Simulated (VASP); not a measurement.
Input of a VASP 6.6.1 run:

File INCAR:

```
SYSTEM = Al
  PREC = Accurate
  ENCUT = 320
  EDIFF = 1E-6
  ISMEAR = -1
  SIGMA = 0.05
  LREAL = .FALSE.
  LASPH = .TRUE.
  NELM = 80
  ALGO = Normal
  ISIF = 2
  LWAVE = .FALSE.
  LCHARG = .FALSE.
  GGA = PS
```

KPOINTS

```
regular mesh
0
G
  6 6 6
  0 0 0
```

The input POSCAR:

```
Al
1.0
    8.0280000000      0.0000000000      0.0000000000
    0.0000000000      8.0280000000      0.0000000000
    0.0000000000      0.0000000000      8.0280000000
Al
32
Direct
    0.0000000000      0.0000000000      0.0000000000
    0.0000000000      0.0000000000      0.5000000000
    0.0000000000      0.5000000000      0.0000000000
    0.0000000000      0.5000000000      0.5000000000
    0.5000000000      0.0000000000      0.0000000000
    0.5000000000      0.0000000000      0.5000000000
    0.5000000000      0.5000000000      0.0000000000
    0.5000000000      0.5000000000      0.5000000000
    0.0000000000      0.2500000000      0.2500000000
    0.0000000000      0.2500000000      0.7500000000
    0.0000000000      0.7500000000      0.2500000000
    0.0000000000      0.7500000000      0.7500000000
    0.5000000000      0.2500000000      0.2500000000
    0.5000000000      0.2500000000      0.7500000000
    0.5000000000      0.7500000000      0.2500000000
    0.5000000000      0.7500000000      0.7500000000
    0.2500000000      0.0000000000      0.2500000000
    0.2500000000      0.0000000000      0.7500000000
    0.2500000000      0.5000000000      0.2500000000
    0.2500000000      0.5000000000      0.7500000000
    0.7500000000      0.0000000000      0.2500000000
    0.7500000000      0.0000000000      0.7500000000
    0.7500000000      0.5000000000      0.2500000000
    0.7500000000      0.5000000000      0.7500000000
    0.2500000000      0.2500000000      0.0000000000
    0.2500000000      0.2500000000      0.5000000000
    0.2500000000      0.7500000000      0.0000000000
    0.2500000000      0.7500000000      0.5000000000
    0.7500000000      0.2500000000      0.0000000000
    0.7500000000      0.2500000000      0.5000000000
    0.7500000000      0.7500000000      0.0000000000
    0.7500000000      0.7500000000      0.5000000000
```

Potentials or basis: VASP PAW PBE potentials, release 64 (Al).

Run with:

```console
$ cat potpaw_PBE.64/Al/POTCAR > POTCAR
$ mpirun -np 1 vasp_std > vasp.out
```

(1) Predict the band gap on the k mesh.

(2) What does it give for the pressure?

Answers

(1) none (metal or under the smearing width).

(2) 0.0 GPa.

Caveat: the PAW data sets were made with another functional, which shifts forces and pressure a little.
